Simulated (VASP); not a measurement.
# SnSe2 (P-3m1) in VASP: a series of runs, part 4 of 4

VASP 6.6.1.

## (6) Core levels, PBE

INCAR

```
ALGO = Normal
EDIFF = 1E-6
ENCUT = 520
GGA = PE
ICORELEVEL = 1
ISIF = 2
ISMEAR = 0
LASPH = T
LCHARG = F
LREAL = F
LWAVE = F
NELM = 100
PREC = Accurate
SIGMA = 0.02
```

KPOINTS

```
k-points
0
Gamma
  8 8 5
```

POSCAR

```
SnSe2
1.0
    3.8110000000      0.0000000000      0.0000000000
   -1.9055000000      3.3004228138      0.0000000000
    0.0000000000      0.0000000000      6.1360000000
Sn Se
1 2
Direct
    0.0000000000      0.0000000000      0.0000000000
    0.6666666667      0.3333333333      0.7510000000
    0.3333333333      0.6666666667      0.2490000000
```

Potentials or basis: VASP PAW PBE potentials, release 64 (Sn_d, Se).

The run is started by

```sh
cat potpaw_PBE.64/Sn_d/POTCAR potpaw_PBE.64/Se/POTCAR > POTCAR
mpirun -np 1 vasp_std > vasp.out
```

OUTCAR:

```text
EDIFF = 1E-6
   ENCUT = 520
   GGA = PE
   ISIF = 2
   ISMEAR = 0
   LASPH = T
   LREAL = F
   NELM = 100
   PREC = Accurate

 ion  position               nearest neighbor table
   1  0.000  0.000  0.000-   2 2.68   3 2.68   3 2.68   2 2.68   2 2.68   3 2.68
   2  0.667  0.333  0.751-   1 2.68   1 2.68   1 2.68
   3  0.333  0.667  0.249-   1 2.68   1 2.68   1 2.68

  LATTYP: Found a hexagonal cell.
 ALAT       =     3.8110000000
 C/A-ratio  =     1.6100760955

  Lattice vectors:

 A1 = (   3.8110000000,   0.0000000000,   0.0000000000)
 A2 = (  -1.9055000000,   3.3004228138,   0.0000000000)
 A3 = (   0.0000000000,   0.0000000000,   6.1360000000)

Analysis of symmetry for initial positions (statically):
=====================================================================
 Subroutine PRICEL returns:
 Original cell was already a primitive cell.

 Routine SETGRP: Setting up the symmetry group for a
 hexagonal supercell.

 Subroutine GETGRP returns: Found 12 space group operations
 (whereof 12 operations were pure point group operations)
 out of a pool of 24 trial point group operations.

The static configuration has the point symmetry D_3d.

Analysis of symmetry for dynamics (positions and initial velocities):
=====================================================================
 Subroutine PRICEL returns:
 Original cell was already a primitive cell.

 Routine SETGRP: Setting up the symmetry group for a
 hexagonal supercell.

 Subroutine GETGRP returns: Found 12 space group operations
 (whereof 12 operations were pure point group operations)
 out of a pool of 24 trial point group operations.

The dynamic configuration has the point symmetry D_3d.

 Subroutine INISYM returns: Found 12 space group operations
 (whereof 12 operations are pure point group operations),
 and found     1 'primitive' translations

----------------------------------------------------------------------------------------

                                     Primitive cell

  volume of cell :      77.1781

  direct lattice vectors                    reciprocal lattice vectors
     3.811000000  0.000000000  0.000000000     0.262398321  0.151495741  0.000000000
    -1.905500000  3.300422814  0.000000000     0.000000000  0.302991482  0.000000000
     0.000000000  0.000000000  6.136000000     0.000000000  0.000000000  0.162972621

  length of vectors
     3.811000000  3.811000000  6.136000000     0.302991482  0.302991482  0.162972621

  position of ions in fractional coordinates (direct lattice)
     0.000000000  0.000000000  0.000000000
     0.666666667  0.333333333  0.751000000
     0.333333333  0.666666667  0.249000000

  ion indices of the primitive-cell ions
   primitive index   ion index
                 1           1
                 2           2
                 3           3

----------------------------------------------------------------------------------------

 KPOINTS: k-points

Automatic generation of k-mesh.
 Grid dimensions read from file:
[... 24 lines left out ...]
  0.250000  0.000000  0.000000      6.000000
  0.375000  0.000000  0.000000      6.000000
  0.500000  0.000000  0.000000      3.000000
  0.125000  0.125000  0.000000      6.000000
[... 16 lines left out ...]
 -0.125000  0.500000  0.200000     12.000000
  0.250000  0.250000  0.200000     12.000000
 [... further k-points ...]
   k-points           NKPTS =     40   k-points in BZ     NKDIM =     40   number of bands    NBANDS=     17
   number of dos      NEDOS =    301   number of ions     NIONS =      3
   total plane-waves  NPLWV =  37632
   dimension x,y,z NGX =    28 NGY =   28 NGZ =   48
   dimension x,y,z NGXF=    56 NGYF=   56 NGZF=   96
   ions per type =               1   2
   NGX,Y,Z   is equivalent  to a cutoff of  12.21, 12.21, 13.00 a.u.
   NGXF,Y,Z  is equivalent  to a cutoff of  24.43, 24.43, 26.01 a.u.
 SYSTEM =  unknown system
   PREC   = accura    normal or accurate (medium, high low for compatibility)
   ISTART =      0    job   : 0-new  1-cont  2-samecut
   ICHARG =      2    charge: 1-file 2-atom 10-const
   ISPIN  =      1    spin polarized calculation?
   LNONCOLLINEAR =      F non collinear calculations
   LSORBIT =      F    spin-orbit coupling
   LASPH  =      T    aspherical Exc in radial PAW
   ENCUT  =  520.0 eV  38.22 Ry    6.18 a.u.   7.09  7.09 11.41*2*pi/ulx,y,z
   NELM   =    100;   NELMIN=  2; NELMDL= -5     # of ELM steps
   EDIFF  = 0.1E-05   stopping-criterion for ELM
   LREAL  =      F    real-space projection
   EDIFFG = 0.1E-04   stopping-criterion for IOM
   NSW    =      0    number of steps for IOM
   IBRION =     -1    ionic relax: 0-MD 1-quasi-New 2-CG
   NFREE  =      0    steps in history (QN), initial steepest desc. (CG)
   ISIF   =      2    stress and relaxation
   ISYM   =      2    0-nonsym 1-usesym 2-fastsym
   POTIM  = 0.5000    time-step for ionic-motion
   TEBEG  =    0.0;   TEEND  =   0.0 temperature during run
   PSTRESS=    0.0 pullay stress
   NELECT =      26.0000    total number of electrons
   NUPDOWN=      -1.0000    fix difference up-down
   EMIN   =  10.00;   EMAX   =-10.00  energy-range for DOS
   EFERMI =   0.00;   METHOD = LEGACY
   ISMEAR =     0;   SIGMA  =   0.02  broadening in eV -4-tet -1-fermi 0-gaus
   EFERMI_NEDOS =   21; number of points for ismear=-14 and -15
   IALGO  =     38    algorithm
   IMIX   =      4    mixing-type and parameters
     AMIX     =   0.40;   BMIX     =  1.00
     AMIX_MAG =   1.60;   BMIX_MAG =  1.00
  volume/ion in A,a.u.               =      25.73       173.61
  Fermi-wavevector in a.u.,A,eV,Ry     =   1.139116  2.152617 17.654722  1.297585
  Thomas-Fermi vector in A             =   2.275820
   LORBIT       =      0    0 simple, 1 ext, 2 COOP (PROOUT), +10 PAW based schemes
   GGA     = PE    functional components
   LHFCALC =     F    Hartree Fock is set to
   AEXX    =    0.0000 exact exchange contribution
   IVDW    =     0    specifies the selected vdW correction
   LEPSILON=     F    determine dielectric tensor
   LRPA    =     F    only Hartree local field effects (RPA)
 non-spin polarized calculation
 Gauss-broadening in eV      SIGMA  =   0.02
  energy-cutoff  :      520.00
  volume of cell :       77.18
 maximum number of plane-waves:      2095
   NGX = 15   NGY = 15   NGZ = 23

 number of electron      26.0000006 magnetization

 Free energy of the ion-electron system (eV)
  ---------------------------------------------------
  ext. energy  EPLUGINS =         0.00000000
  ---------------------------------------------------
  free energy    TOTEN  =       -11.74640016 eV

  energy without entropy =      -11.74640016  energy(sigma->0) =      -11.74640016

 the core state eigenenergies are
   1-  1s -28998.2909  2s  -4369.7466  2p  -3921.3666  3s   -836.0357  3p   -689.5828
       3d   -464.2872  4s   -125.0453  4p    -80.8343
   2-  1s -12492.5754  2s  -1596.1073  2p  -1402.4537  3s   -202.8197  3p   -142.2920
       3d    -42.4815
   3-  1s -12492.5754  2s  -1596.1073  2p  -1402.4537  3s   -202.8197  3p   -142.2920
       3d    -42.4815

 E-fermi :   4.3365     XC(G=0):  -9.4542

 val. band max:        4.1750386819   @ k =   0.1250   0.0000   0.0000
 cond. band min:       4.9805739765   @ k =   0.5000   0.0000   0.4000
 fundamental gap:      0.8055352946
 Fermi energy:         4.3365321350

 k-point     1 :       0.0000    0.0000    0.0000
  band No.  band energies     occupation
      1     -17.0962      2.00000
      2     -17.0962      2.00000
      3     -17.0573      2.00000
      4     -17.0422      2.00000
      5     -17.0422      2.00000
      6      -9.8287      2.00000
[... 272 lines left out ...]
 k-point    15 :       0.0000    0.2500    0.2000
  band No.  band energies     occupation
      1     -17.1255      2.00000
      2     -17.0817      2.00000
      3     -17.0554      2.00000

------------------------ aborting loop because EDIFF is reached ----------------------------------------

  FORCE on cell =-STRESS in cart. coord.  units (eV):
  Direction    XX          YY          ZZ          XY          YZ          ZX
  --------------------------------------------------------------------------------------
  -------------------------------------------------------------------------------------
  Total        2.4667803      2.4667803      3.1877222      0.0000000      0.0000000      0.0000000
  in kB       51.2091030     51.2091030     66.1754902      0.0000000      0.0000000      0.0000000
  external PRESSURE =      56.1978987 kB  Pullay stress =       0.0000000 kB

 VOLUME and BASIS-vectors are now :
 -----------------------------------------------------------------------------
  energy-cutoff  :      520.00
  volume of cell :       77.18
      direct lattice vectors                 reciprocal lattice vectors
     3.811000000  0.000000000  0.000000000     0.262398321  0.151495741  0.000000000
    -1.905500000  3.300422814  0.000000000     0.000000000  0.302991482  0.000000000
     0.000000000  0.000000000  6.136000000     0.000000000  0.000000000  0.162972621

 POSITION                                       TOTAL-FORCE (eV/Angst)
 -----------------------------------------------------------------------------------
      0.00000      0.00000      0.00000        -0.000000      0.000000      0.000000
      1.90550      1.10014      4.60814        -0.000000      0.000000     -0.803805
     -0.00000      2.20028      1.52786         0.000000      0.000000      0.803805
 -----------------------------------------------------------------------------------
    total drift:                                0.000000      0.000000     -0.000000

  FREE ENERGIE OF THE ION-ELECTRON SYSTEM (eV)
  ---------------------------------------------------
  free  energy   TOTEN  =       -11.7464001623 eV

  energy  without entropy=      -11.7464001623  energy(sigma->0) =      -11.74640016
```

It took 50 s on 1 thread of Intel Xeon Platinum 8375C at 2.90GHz (Ice Lake), shared host; peak memory 0.21 GiB.

What came out:

```
Free energy            : -11.7464 eV
Pressure               : 5.6 GPa
Largest force          : 0.804 eV/Å
Band gap on the k mesh : 0.81 eV, indirect (least direct gap 1.09 eV)
```

Forces on the atoms (eV/Å):
```
Sn   0.000  0.000  0.000
Se   0.000  0.000 -0.804
Se   0.000  0.000  0.804
```

Levels at points of the mesh, in eV from the valence-band top:
```
           k point  band 10  band 11  band 12  band 13  band 14  band 15  band 16  band 17
(0.00, 0.00, 0.00)    -0.70    -0.40    -0.40    -0.01     1.09     2.94     4.64     4.64
(0.50, 0.00, 0.00)    -2.91    -2.69    -1.20    -0.31     1.15     3.79     5.45     5.49
```

Core levels (eV, on the scale of the bands):
```tsv
atom	levels
1 Sn	1s -28998.3, 2s -4369.7, 2p -3921.4, 3s -836.0, 3p -689.6, 3d -464.3, 4s -125.0, 4p -80.8
2 Se	1s -12492.6, 2s -1596.1, 2p -1402.5, 3s -202.8, 3p -142.3, 3d -42.5
3 Se	1s -12492.6, 2s -1596.1, 2p -1402.5, 3s -202.8, 3p -142.3, 3d -42.5
```

Caveat: spin-orbit coupling is left out, which moves the levels of the heavy elements; an odd mesh through Γ misses points on the zone boundary, where band edges often lie; this functional lacks dispersion, which binds the layers, so the pressure and a relaxed spacing across them are unreliable.

## (7) For comparison

An earlier run on the cell as given: functional PBEsol; potentials or basis VASP PAW PBE potentials, release 64 (Sn_d, Se); cutoff 520 eV; k mesh 8 × 8 × 5; occupations fermi-dirac, width 0.05 eV; no spin polarisation.

* Pressure: 2.6 GPa
* Largest force: 0.622 eV/Å
* Band gap on the k mesh: 0.73 eV, indirect (least direct gap 1.00 eV)

## (8) Overview

```tsv
task	level	smearing	k mesh for the DOS	occupations for the DOS	ladder	gap on the mesh (eV)	pressure (GPa)	largest force (eV/Å)
Born charges and dielectric tensor	PBE	gaussian 0.02 eV	-	-	-	0.81	-	-
optical spectrum	PBE	gaussian 0.02 eV	-	-	-	0.81	5.6	0.80
density of states	PBE	gaussian 0.02 eV	12 × 12 × 8	tetrahedron	-	-	-	-
electric field gradients	PBE	gaussian 0.02 eV	-	-	-	0.81	5.6	0.80
core levels	PBE	gaussian 0.02 eV	-	-	-	0.81	5.6	0.80
single point	PBEsol	fermi-dirac 0.05 eV	-	-	free	0.73	2.6	0.62
```

Alike in all rows: potentials or basis VASP PAW PBE potentials, release 64 (Sn_d, Se); no spin polarisation; cell as given; k mesh 8 × 8 × 5; cutoff (eV) 520.

On the cell as given the gap runs from 0.73 eV (PBEsol) to 0.81 eV (PBE). The pressure there spans 2.6 GPa (PBEsol) to 5.6 GPa (PBE); a positive pressure means that this level wants a larger cell, a negative one a smaller.

Caveats: this functional lacks dispersion, which binds the layers, so the pressure and a relaxed spacing across them are unreliable; spin-orbit coupling is left out, which moves the levels of the heavy elements (some runs); an odd mesh through Γ misses points on the zone boundary, where band edges often lie (some runs); spectra need much finer meshes, so this one isn't converged (some runs); independent-particle spectra lack excitons (some runs); the PAW data sets were made with another functional, which shifts forces and pressure a little (some runs).

Total energies depend on the potentials used, so only differences within one code and one set of settings carry meaning.
